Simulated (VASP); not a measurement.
# BN (P-6m2) in VASP: reference runs, part 2 of 2

VASP 6.6.1.

## (3) Single point, PBE (atoms moved at random, drawn with an rms of 0.05 Å)

Input file INCAR:

```
SYSTEM = BN
PREC = Accurate
ENCUT = 520
EDIFF = 1E-7
ISMEAR = -1
SIGMA = 0.05
LREAL = .FALSE.
LASPH = .TRUE.
NELM = 60
ALGO = Normal
ISIF = 2
LWAVE = .FALSE.
LCHARG = .TRUE.
GGA = PE
LELF = .TRUE.
LVHAR = .TRUE.
NBANDS = 16
```

Input file KPOINTS:

```
regular mesh
0
G
  12 12 4
  0 0 0
```

Input file POSCAR:

```
BN
1.0
    2.5100000000      0.0000000000      0.0000000000
   -1.2550000000      2.1737237635      0.0000000000
    0.0000000000      0.0000000000      6.6900000000
N B
2 2
Direct
    0.6648810000      0.3109480000      0.4987580000
   -0.0054450000     -0.0152730000     -0.0042370000
    0.3392360000      0.6771600000     -0.0068010000
    0.0166460000      0.0072940000      0.5020500000
```

Potentials or basis: VASP PAW PBE potentials, release 64 (N, B).

The run is started by

```sh
$ cat potpaw_PBE.64/N/POTCAR potpaw_PBE.64/B/POTCAR > POTCAR
$ mpirun -np 1 vasp_std > vasp.out
```

OUTCAR:

```text
SYSTEM = BN
   PREC = Accurate
   ENCUT = 520
   EDIFF = 1E-7
   ISMEAR = -1
   LREAL = .FALSE.
   LASPH = .TRUE.
   NELM = 60
   ISIF = 2
   GGA = PE

 ion  position               nearest neighbor table
   1  0.665  0.311  0.499-   4 1.41   4 1.43   4 1.51
   2  0.995  0.985  0.996-   3 1.42   3 1.43   3 1.51
   3  0.339  0.677  0.993-   2 1.42   2 1.43   2 1.51
   4  0.017  0.007  0.502-   1 1.41   1 1.43   1 1.51

  LATTYP: Found a hexagonal cell.
 ALAT       =     2.5100000000
 C/A-ratio  =     2.6653386454

  Lattice vectors:

 A1 = (   2.5100000000,   0.0000000000,   0.0000000000)
 A2 = (  -1.2550000000,   2.1737237635,   0.0000000000)
 A3 = (   0.0000000000,   0.0000000000,   6.6900000000)

Analysis of symmetry for initial positions (statically):
=====================================================================
 Subroutine PRICEL returns:
 Original cell was already a primitive cell.

 Routine SETGRP: Setting up the symmetry group for a
 hexagonal supercell.

 Subroutine GETGRP returns: Found  1 space group operations
 (whereof  1 operations were pure point group operations)
 out of a pool of 24 trial point group operations.

The static configuration has the point symmetry C_1 .

Analysis of symmetry for dynamics (positions and initial velocities):
=====================================================================
 Subroutine PRICEL returns:
 Original cell was already a primitive cell.

 Routine SETGRP: Setting up the symmetry group for a
 hexagonal supercell.

 Subroutine GETGRP returns: Found  1 space group operations
 (whereof  1 operations were pure point group operations)
 out of a pool of 24 trial point group operations.

The dynamic configuration has the point symmetry C_1 .

 Subroutine INISYM returns: Found  1 space group operations
 (whereof  1 operations are pure point group operations),
 and found     1 'primitive' translations

----------------------------------------------------------------------------------------

[... 145 lines left out ...]
  Thomas-Fermi vector in A             =   2.377902
   LORBIT       =      0    0 simple, 1 ext, 2 COOP (PROOUT), +10 PAW based schemes
   GGA     = PE    functional components
   LHFCALC =     F    Hartree Fock is set to
   AEXX    =    0.0000 exact exchange contribution
   IVDW    =     0    specifies the selected vdW correction
   LEPSILON=     F    determine dielectric tensor
   LRPA    =     F    only Hartree local field effects (RPA)
 non-spin polarized calculation
  energy-cutoff  :      520.00
  volume of cell :       36.50
 maximum number of plane-waves:      1000
   NGX =  9   NGY =  9   NGZ = 25

 number of electron      16.0000000 magnetization

 Free energy of the ion-electron system (eV)
  ---------------------------------------------------
  ext. energy  EPLUGINS =         0.00000000
  ---------------------------------------------------
  free energy    TOTEN  =       -35.01399898 eV

  energy without entropy =      -35.01399898  energy(sigma->0) =      -35.01399898

 E-fermi :   3.2448     XC(G=0): -10.0129

 val. band max:        2.2007440732   @ k =   0.3333   0.3333   0.5000
 cond. band min:       6.3571583437   @ k =   0.5000   0.0000   0.0000
 fundamental gap:      4.1564142704
 Fermi energy:         3.2447757178

 k-point     1 :       0.0000    0.0000    0.0000
  band No.  band energies     occupation
      1     -15.5835      2.00000
      2     -15.2897      2.00000
      3      -3.9727      2.00000
      4      -1.9303      2.00000
      5       0.1463      2.00000
      6       0.1648      2.00000
[... 737 lines left out ...]
      3      -5.5773      2.00000
      4      -5.4545      2.00000
      5      -1.8340      2.00000
      6      -1.6346      2.00000
[... 8 lines left out ...]
     15      17.5444      0.00000
     16      19.6297      0.00000

 [... further k-points ...]

------------------------ aborting loop because EDIFF is reached ----------------------------------------

  FORCE on cell =-STRESS in cart. coord.  units (eV):
  Direction    XX          YY          ZZ          XY          YZ          ZX
  --------------------------------------------------------------------------------------
  -------------------------------------------------------------------------------------
  Total        2.0208884     -0.6901193      0.5533534      0.0721602     -0.0153309     -0.0121688
  in kB       88.7051264    -30.2921828     24.2889615      3.1674104     -0.6729354     -0.5341379
  external PRESSURE =      27.5673017 kB  Pullay stress =       0.0000000 kB

 VOLUME and BASIS-vectors are now :
 -----------------------------------------------------------------------------
  energy-cutoff  :      520.00
  volume of cell :       36.50
      direct lattice vectors                 reciprocal lattice vectors
     2.510000000  0.000000000  0.000000000     0.398406375  0.230020028  0.000000000
    -1.255000000  2.173723763  0.000000000     0.000000000  0.460040055  0.000000000
     0.000000000  0.000000000  6.690000000     0.000000000  0.000000000  0.149476831

 POSITION                                       TOTAL-FORCE (eV/Angst)
 -----------------------------------------------------------------------------------
      1.27861      0.67592      3.33669         0.437858      2.361557      0.285057
      1.26050      2.14052      6.66165        -0.181868      2.083534     -0.236041
      0.00165      1.47196      6.64450         0.183325     -2.081368      0.256858
      0.03263      0.01586      3.35871        -0.439314     -2.363724     -0.305874
 -----------------------------------------------------------------------------------
    total drift:                                0.000016      0.000033      0.000008

  FREE ENERGIE OF THE ION-ELECTRON SYSTEM (eV)
  ---------------------------------------------------
  free  energy   TOTEN  =       -35.0139989787 eV

  energy  without entropy=      -35.0139989786  energy(sigma->0) =      -35.01399898
```

It took 99 s on 1 thread of Intel Xeon Platinum 8559C (Emerald Rapids), shared host; peak memory 0.25 GiB.

Results:

```
Free energy            : -35.0140 eV
Pressure               : 2.8 GPa
Largest force          : 2.424 eV/Å
Band gap on the k mesh : 4.16 eV, indirect (least direct gap 4.49 eV)
```

Forces on the atoms (eV/Å):
```
N    0.438  2.362  0.285
N   -0.182  2.084 -0.236
B    0.183 -2.081  0.257
B   -0.439 -2.364 -0.306
```

A k mesh can miss the band edges.
